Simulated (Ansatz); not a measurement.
Ga2O3:

```xyz
10
Lattice="6.1070 -1.5186 0.0000 6.1070 1.5186 0.0000 -1.3860 0.0000 5.6300" Properties=species:S:1:pos:R:3 pbc="T T T"
Ga    3.2184    0.0000    3.8621
Ga    7.6096    0.0000    1.7679
Ga   10.8240    0.0000    1.1564
Ga    0.0041    0.0000    4.4736
O     5.1267    0.0000    4.1853
O     5.7013    0.0000    1.4447
O     9.4919    0.0000    2.4592
O     1.3361    0.0000    3.1708
O     8.9710    0.0000    5.0118
O     1.8570    0.0000    0.6182
```

Base run:

```yaml
Program: Ansatz 0.2.0
Functional: r2SCAN
Potentials_or_basis: Ansatz PAW
Cutoff: "500 eV (not typed: the program's choice for these potentials)"
k_mesh: 9 × 9 × 5
Occupations: fermi-dirac, width 0.05 eV
Spin: no spin polarisation
```

Its results: band gap on the k mesh 3.09 eV, indirect (least direct gap 3.12 eV); pressure 1.3 GPa; largest force 0.110 eV/Å.

Question: After a change of settings the same cell gave: band gap on the k mesh 2.54 eV, indirect (least direct gap 2.56 eV); pressure 14.6 GPa; largest force 0.303 eV/Å. Which change was it?
A. functional from r2SCAN to RPBE; cutoff from 500 eV (not typed: the program's choice for these potentials) to 420 eV (not typed: the program's choice for these potentials)
B. functional from r2SCAN to revPBE; cutoff from 500 eV (not typed: the program's choice for these potentials) to 420 eV (not typed: the program's choice for these potentials)
C. functional from r2SCAN to PBEsol; cutoff from 500 eV (not typed: the program's choice for these potentials) to 420 eV (not typed: the program's choice for these potentials)
D. functional from r2SCAN to LDA; cutoff from 500 eV (not typed: the program's choice for these potentials) to 420 eV (not typed: the program's choice for these potentials)

Answer: A.

r2SCAN gives the wider gap, since meta-GGAs in the generalised Kohn-Sham scheme recover part of the derivative discontinuity.

Caveats: the PAW data sets come from PBE, with cores solved anew for the run's functional, which leaves a small shift of forces and pressure.

Runs at the PBE level aren't shown here.
